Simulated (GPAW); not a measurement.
Runs of GPAW 26.7.0 on GaSb. The structure is cubic, space group F-43m (No. 216). The conventional cell has a = 6.118 Å, b = 6.118 Å, c = 6.118 Å, α = 90.00°, β = 90.00°, γ = 90.00°. Around Sb (site symmetry -43m) lie 4 Ga at 2.65 Å. Ga (site symmetry -43m) has 4 Sb at 2.65 Å as nearest neighbours. 

| task | level | potentials or basis | spin | k mesh | cutoff (eV) | maxiter | band path | band points | spin axis theta (degrees) | spin axis phi (degrees) | grid spacing | mesh quality | gap on the mesh (eV) | pressure (GPa) | V0 of scaled cells (Å³/atom) | B0 (GPa) |
| --- | --- | --- | --- | --- | --- | --- | --- | --- | --- | --- | --- | --- | --- | --- | --- | --- |
| single point | PBE0-1/3 | GPAW PAW data sets (gpaw-data 1.2.1), pw | off | 4 × 4 × 4 | 450 | 60 | - | - | - | - | - | coarse | 2.01 | - | - | - |
| equation of state | RPBE+D3 | the program's PAW data sets (release 1.2.1) made for this functional, pw | off | 6 × 6 × 6 | 600 | 150 | - | - | - | - | - | not flagged | - | - | 29.63 | 46 |
| equation of state | PBE+D3(BJ) | GPAW PAW data sets (gpaw-data 1.2.1), pw | off | 6 × 6 × 6 | 600 | 150 | - | - | - | - | - | not flagged | - | - | (b) | 50 |
| band structure | PBE | GPAW PAW data sets (gpaw-data 1.2.1), fd | off | 6 × 6 × 6 | - | 150 | GXWKGLUWLK,UX | 100 | - | - | 0.2 Å | not flagged | 0.09 | - | - | - |
| band structure | PBE | GPAW PAW data sets (gpaw-data 1.2.1), pw | SOC, no magnetisation | 6 × 6 × 6 | 600 | 150 | GXWKGLUWLK,UX | 100 | 0 | 0 | - | not flagged | - | 2.4 | - | - |
| band structure | TASK | GPAW PAW data sets (gpaw-data 1.2.1), pw | SOC, no magnetisation | 6 × 6 × 6 | 600 | 150 | GXWKGLUWLK,UX | 60 | 0 | 0 | - | not flagged | (a) | 3.3 | - | - |

Alike in all rows: cell as given; smearing fermi-dirac 0.05 eV.

Fill in the values left out.

(a) 0.61; (b) 28.83.

Caveats: some runs use coarse meshes; the PAW data sets were made with another functional, which shifts forces and pressure a little (some runs); spin-orbit coupling is left out, which moves the levels of the heavy elements (some runs); spin-orbit coupling was added after a scalar SCF, so levels and gaps hold it while energy, forces, pressure and moments don't (some runs); this program's spin-orbit splittings come out too wide for heavy elements (some runs); exact exchange converges slowly with the k mesh, and this mesh is small (some runs); this crystal is a semiconductor, whose small gap the functional closes, so the metal is an error of the method (some runs).

A k mesh can miss the band edges, and rows without SOC leave out spin-orbit coupling on Ga, Sb.
